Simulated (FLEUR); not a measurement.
## TaN in FLEUR: convergence with k mesh

Input of the first run (k mesh 2 × 2 × 2); the others differ in this setting and in those tied to it:

File inp.xml:

```xml
<?xml version="1.0" encoding="UTF-8" standalone="no"?>
<fleurInput fleurInputVersion="0.39">
   <comment>
      TaN                                                                                                 
   </comment>
   <calculationSetup>
      <cutoffs Kmax="4.93" Gmax="15.3" GmaxXC="15.3" numbands="0"/>
      <scfLoop itmax="60" minDistance="0.00001" maxIterBroyd="15" imix="Anderson" alpha="0.05" precondParam="0.0" spinf="2.0" sdNocoIR="T"/>
      <coreElectrons ctail="T" frcor="F" kcrel="0" coretail_lmax="0"/>
      <xcFunctional name="pbe" relativisticCorrections="F"/>
      <magnetism jspins="1"/>
      <soc l_soc="F" theta="0.0" phi="0.0" spav="F"/>
      <expertModes spex="0" secvar="F"/>
      <geometryOptimization l_f="T" forcealpha="1.0" forcemix="BFGS" epsdisp="0.0005" epsforce="0.0002"/>
      <ldaU l_linMix="F" mixParam="0.05" spinf="1.0"/>
   </calculationSetup>
   <cell>
      <bzIntegration valenceElectrons="32.0" mode="hist" fermiSmearingEnergy="0.00183747">
         <kPointListSelection listName="default-1"/>
         <!-- k-points included here -->
         <xi:include xmlns:xi="http://www.w3.org/2001/XInclude" href="kpts.xml"> </xi:include>
      </bzIntegration>
      <!-- symmetry operations included here -->
      <xi:include xmlns:xi="http://www.w3.org/2001/XInclude" href="sym.xml"> </xi:include>
      <bulkLattice scale="1.0">
         <bravaisMatrix>
            <row-1>    0.0000000000000000     4.1787948430288457     4.1787948430288457</row-1>
            <row-2>    4.1787948430288457     0.0000000000000000     4.1787948430288457</row-2>
            <row-3>    4.1787948430288457     4.1787948430288457     0.0000000000000000</row-3>
         </bravaisMatrix>
      </bulkLattice>
   </cell>
   <atomSpecies>
      <species name="Tantalum (Ta)" element="Ta" atomicNumber="73">
         <mtSphere radius="2.37" gridPoints="791" logIncrement="0.017"/>
         <atomicCutoffs lmax="10" lnonsphr="10"/>
         <electronConfig flipSpins="F">
            <coreConfig>(1s1/2) (2s1/2) (2p1/2) (2p3/2) (3s1/2) (3p1/2) (3p3/2) (4s1/2) (3d3/2) (3d5/2) (4p1/2) (4p3/2) (4d3/2) (4d5/2)</coreConfig>
            <valenceConfig>(5s1/2) (5p1/2) (5p3/2) (6s1/2) (4f5/2) (4f7/2) (5d3/2) (5d5/2)</valenceConfig>
            <stateOccupation state="(5d3/2)" spinUp="0.600000" spinDown="0.600000"/>
            <stateOccupation state="(5d5/2)" spinUp="0.900000" spinDown="0.900000"/>
         </electronConfig>
         <energyParameters s="6" p="6" d="5" f="4"/>
         <lo type="SCLO" l="0" n="5" eDeriv="0"/>
         <lo type="SCLO" l="1" n="5" eDeriv="0"/>
         <lo type="SCLO" l="2" n="5" eDeriv="2"/>
         <lo type="SCLO" l="3" n="4" eDeriv="2"/>
      </species>
      <species name="Nitrogen (N)" element="N" atomicNumber="7">
         <mtSphere radius="1.46" gridPoints="489" logIncrement="0.021"/>
         <atomicCutoffs lmax="8" lnonsphr="8"/>
         <electronConfig flipSpins="F">
            <coreConfig>(1s1/2)</coreConfig>
            <valenceConfig>(2s1/2) (2p1/2) (2p3/2)</valenceConfig>
            <stateOccupation state="(2p1/2)" spinUp="0.500000" spinDown="0.500000"/>
            <stateOccupation state="(2p3/2)" spinUp="1.000000" spinDown="1.000000"/>
         </electronConfig>
         <energyParameters s="2" p="2" d="3" f="4"/>
         <lo type="SCLO" l="0" n="2" eDeriv="2"/>
         <lo type="SCLO" l="1" n="2" eDeriv="2"/>
         <lo type="SCLO" l="2" n="3" eDeriv="2"/>
      </species>
   </atomSpecies>
   <atomGroups>
      <atomGroup species="Tantalum (Ta)">
         <relPos label="                   1">1.000/2.000 1.000/2.000 1.000/2.000</relPos>
         <force calculate="T" relaxXYZ="TTT"/>
      </atomGroup>
      <atomGroup species="Nitrogen (N)">
         <relPos label="                   2">.0000000000 .0000000000 .0000000000</relPos>
         <force calculate="T" relaxXYZ="TTT"/>
      </atomGroup>
   </atomGroups>
   <output dos="F" band="F" slice="F">
      <checks vchk="F" cdinf="F"/>
      <bandDOS minEnergy="-.5*Htr" maxEnergy="0.5*Htr" sigma="0.015" storeEVData="T"/>
      <vacuumDOS vacdos="F" integ="F" star="F" nstars="0" locx1="0.0" locy1="0.0" locx2="0.0" locy2="0.0" nstm="0" tworkf="0.0"/>
      <unfoldingBand unfoldBand="F" supercellX="1" supercellY="1" supercellZ="1"/>
      <plotting iplot="0" polar="F">
         <plot TwoD="T" vec1="  1.0  0.0  0.0" vec2="  0.0  1.0  0.0" vec3="  0.0  0.0  1.0" zero="  0.0  0.0  0.0" file="plot"/>
      </plotting>
      <chargeDensitySlicing numkpt="0" minEigenval="0.0" maxEigenval="0.0" nnne="0" pallst="F"/>
      <specialOutput eonly="F"/>
      <moessbauerParams electricFieldGradient="T" isomerShift="T" coreHyperfine="T" valenceHyperfine="T"/>
      <magneticCircularDichroism mcd="F" energyLo="-10.0" energyUp="0.0"/>
   </output>
  <!-- We include the file relax.xml here to enable relaxations (see documentation) -->
  <xi:include xmlns:xi="http://www.w3.org/2001/XInclude" href="relax.xml"> <xi:fallback/> </xi:include>
</fleurInput>
```

crystal.txt

```
TaN
&input cartesian=F /
0.0000000000  2.2113230000  2.2113230000
2.2113230000  0.0000000000  2.2113230000
2.2113230000  2.2113230000  0.0000000000
1.8897261246
1.0 1.0 1.0

2
73 0.5000000000  0.5000000000  0.5000000000
7 0.0000000000  0.0000000000  0.0000000000

&kpt div1=2 div2=2 div3=2 gamma=T /
```

Potentials or basis: all-electron, FLAPW.

Launch:

```bash
$ inpgen -f crystal.txt -profile fastHighL
$ # inp.xml edited to the form shown
$ fleur_MPI
```

The cell comes from a database or a generator and needn't be the stable form of this composition.

Hardware: 1 thread of Arm Neoverse V2, on a shared host.

```tsv
k mesh	energy less the tightest run, at zero smearing (meV/atom)	SCF cycles	CPU time (s)	peak memory (GiB)
2 × 2 × 2	37.77	18	13	0.06
4 × 4 × 4	26.00	20	21	0.06
6 × 6 × 6	32.88	16	26	0.06
7 × 7 × 7	-8.50	16	30	0.07
8 × 8 × 8	15.07	16	40	0.07
10 × 10 × 10	-3.95	16	61	0.07
12 × 12 × 12	4.47	16	86	0.07
15 × 15 × 15	0.00	16	140	0.07
```

Not settled before the last step: the energy (to 1 meV/atom). Meshes of other sizes hit other points, so gaps and Fermi surfaces needn't settle smoothly. The tightest run that finished is the yardstick and may itself not be fully converged.

The run has no spin-orbit coupling, so splittings on Ta are missing.
